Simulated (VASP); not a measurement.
# PbS in VASP: one cell, several levels of theory

PbS built on the rocksalt prototype, under +1.5 % equal strain in all directions is computed at one geometry. Runs: PBE, r2SCAN.

Program: VASP 6.6.1. PAW datasets, plane waves. Spin-unpolarised throughout; all numbers are computed.

## Step 1: Starting point

The cell comes from an earlier relaxation with r2SCAN in another program.

Space group Fm-3m (No. 225), cubic; conventional cell a = 6.064 Å, 27.87 Å³ an atom. Near Pb stand 6 S at 3.03 Å; near S stand 6 Pb at 3.03 Å.

Structure file:

```xyz
2
Lattice="0.0000 3.0320 3.0320 3.0320 0.0000 3.0320 3.0320 3.0320 0.0000" Properties=species:S:1:pos:R:3 pbc="T T T"
Pb    0.0000    0.0000    0.0000
S     3.0320    3.0320    3.0320
```

## Step 2: PBE at this geometry

The input, INCAR:

```
ENCUT = 520.000000
SIGMA = 0.020000
EDIFF = 1.00e-07
GGA = PE
PREC = Accurate
IBRION = -1
ISIF = 2
ISMEAR = -1
NBANDS = 17
NELM = 120
NSW = 0
LASPH = .TRUE.
LCHARG = .FALSE.
LWAVE = .FALSE.
LREAL = .FALSE.
```

The input, KPOINTS:

```
KPOINTS created by Atomic Simulation Environment
0
Gamma
8 8 8
0 0 0
```

The input, KPOINTS_OPT:

```
special points
7
Reciprocal
0.0000000000 0.0000000000 0.0000000000 1
0.5000000000 0.0000000000 0.5000000000 1
0.6250000000 0.2500000000 0.6250000000 1
0.3750000000 0.3750000000 0.7500000000 1
0.5000000000 0.5000000000 0.5000000000 1
0.5000000000 0.2500000000 0.7500000000 1
0.0000000000 0.0000000000 0.5000000000 1
```

The input, POSCAR:

```
Pb S
 1.0000000000000000
     0.0000000000000000    3.0320411529000002    3.0320411529000002
     3.0320411529000002    0.0000000000000000    3.0320411529000002
     3.0320411529000002    3.0320411529000002    0.0000000000000000
 Pb  S
   1   1
Cartesian
  0.0000000000000000  0.0000000000000000  0.0000000000000000
  3.0320411529000002  3.0320411529000002  3.0320411529000002
```

Potentials: the recommended PBE PAW datasets, 20 valence electrons in the neutral cell.

On the command line:

```
$ mpirun -np 1 vasp_std
```

## Step 3: r2SCAN at this geometry

The input, INCAR:

```
ENCUT = 520.000000
SIGMA = 0.010000
EDIFF = 1.00e-07
ALGO = Normal
METAGGA = R2SCAN
PREC = Accurate
IBRION = -1
ISIF = 2
ISMEAR = 0
NBANDS = 17
NELM = 120
NSW = 0
LASPH = .TRUE.
LCHARG = .TRUE.
LELF = .TRUE.
LWAVE = .FALSE.
LREAL = .FALSE.
```

KPOINTS is that of step 2.

KPOINTS_OPT is that of step 2.

POSCAR is that of step 2.

Q: Predict the outcome of this session. Wanted: for each run, gap; pressure.

As calculated:

| level | gap (eV) | pressure (GPa) |
| --- | --- | --- |
| PBE | 0.58 | -1.44 |
| r2SCAN | 0.85 | -2.38 |

**Reading.** The gap runs from 0.58 eV (PBE) to 0.85 eV (r2SCAN). Spin-orbit coupling is left out, though the cell holds Pb (Z = 82); in an element this heavy it can shift bands and gaps by tenths of an eV. The pressure is highest with PBE (-1.4 GPa) and lowest with r2SCAN (-2.4 GPa), which orders the cells that they would relax to.
